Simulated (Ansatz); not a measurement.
Planning a run of Ansatz 0.2.0 on In vacancy (charge -3) in InP (31-atom cell). The input:

```yaml
crystal:
  lattice:
    - [-5.861, 5.861, -5.861]
    - [5.861, 5.861, 5.861]
    - [5.861, -5.861, -5.861]
  atoms:
    - { symbol: In, position: [0.2370123268, 0.4891106213, 0.2370123268] }
    - { symbol: In, position: [0.5, 0.0, 0.5] }
    - { symbol: In, position: [0.7479017055, 0.5108893787, 0.7479017055] }
    - { symbol: In, position: [0.7629876732, 0.2520982945, 0.0] }
    - { symbol: In, position: [0.0, 0.7629876732, 0.2520982945] }
    - { symbol: In, position: [0.2370123268, 0.2370123268, 0.4891106213] }
    - { symbol: In, position: [0.5108893787, 0.7479017055, 0.7479017055] }
    - { symbol: In, position: [0.5, 0.5, 0.0] }
    - { symbol: In, position: [0.7629876732, 0.0, 0.2520982945] }
    - { symbol: In, position: [0.0, 0.5, 0.5] }
    - { symbol: In, position: [0.2520982945, 0.0, 0.7629876732] }
    - { symbol: In, position: [0.2520982945, 0.7629876732, 0.0] }
    - { symbol: In, position: [0.4891106213, 0.2370123268, 0.2370123268] }
    - { symbol: In, position: [0.7479017055, 0.7479017055, 0.5108893787] }
    - { symbol: In, position: [0.0, 0.2520982945, 0.7629876732] }
    - { symbol: P, position: [0.0, 0.2231806325, 0.0] }
    - { symbol: P, position: [0.2483760294, 0.7495748945, 0.2483760294] }
    - { symbol: P, position: [0.4988011348, 0.2504251055, 0.4988011348] }
    - { symbol: P, position: [0.7768193675, 0.7768193675, 0.7768193675] }
    - { symbol: P, position: [0.7516239706, 0.5011988652, 0.0] }
    - { symbol: P, position: [0.0, 0.0, 0.2231806325] }
    - { symbol: P, position: [0.2504251055, 0.4988011348, 0.4988011348] }
    - { symbol: P, position: [0.5011988652, 0.0, 0.7516239706] }
    - { symbol: P, position: [0.5011988652, 0.7516239706, 0.0] }
    - { symbol: P, position: [0.7495748945, 0.2483760294, 0.2483760294] }
    - { symbol: P, position: [0.0, 0.7516239706, 0.5011988652] }
    - { symbol: P, position: [0.2483760294, 0.2483760294, 0.7495748945] }
    - { symbol: P, position: [0.2231806325, 0.0, 0.0] }
    - { symbol: P, position: [0.4988011348, 0.4988011348, 0.2504251055] }
    - { symbol: P, position: [0.7516239706, 0.0, 0.5011988652] }
    - { symbol: P, position: [0.0, 0.5011988652, 0.7516239706] }
total_charge: -3
kpoints:
  mp_grid: { grid: [2, 2, 2] }
hamiltonian:
  xc: lda
  pseudopotentials: { kind: paw, azcp: { folder: soft_1 }, xc_functional: pbe }
scf:
  occupations: { method: fixed }
  n_extra_bands: 11
output:
  eigenvalues: true
  band_densities:
    - { bands: [v5, v5] }
    - { bands: [v4, v4] }
    - { bands: [v3, v3] }
    - { bands: [v2, v2] }
    - { bands: [v1, v1] }
    - { bands: [c1, c1] }
    - { bands: [c2, c2] }
    - { bands: [c3, c3] }
    - { bands: [c4, c4] }
    - { bands: [c5, c5] }
  volumetric_format: npy
```

```sh
ansatz run input.yaml --threads 4 --pin off --max-ram 17510MiB --backend cpu --events-out ev --progress --plain --runs-dir out
```

Q: Estimate wall time and host memory on 4 threads of Arm Neoverse V2, shared host.

It took 26 s; on shared hardware allow 13 s to 53 s. Peak host memory was 2.3 GiB. The sizes that set the cost: 15683 plane waves a state, 3 irreducible k points and 9 SCF cycles.

[Paths, hosts, dates, memory and timing lines, banners, echoed tables and standing remarks are left out of the program output.]

[Logs are printed without paths, hosts, clocks, repeated set-up lines and the standing remarks that a program may print on its own settings, such as how far it seeks lower states.]

[Runs of the session that timed out or met a known fault of the program may be left out.]

[Cells called generated may have been cut or substituted from an entry of the Crystallography Open Database or the Materials Project.]

[Hosts, paths, dates, database ids (printed as entryN), source tags and the programs' standing remarks are cut or masked in the printed files.]
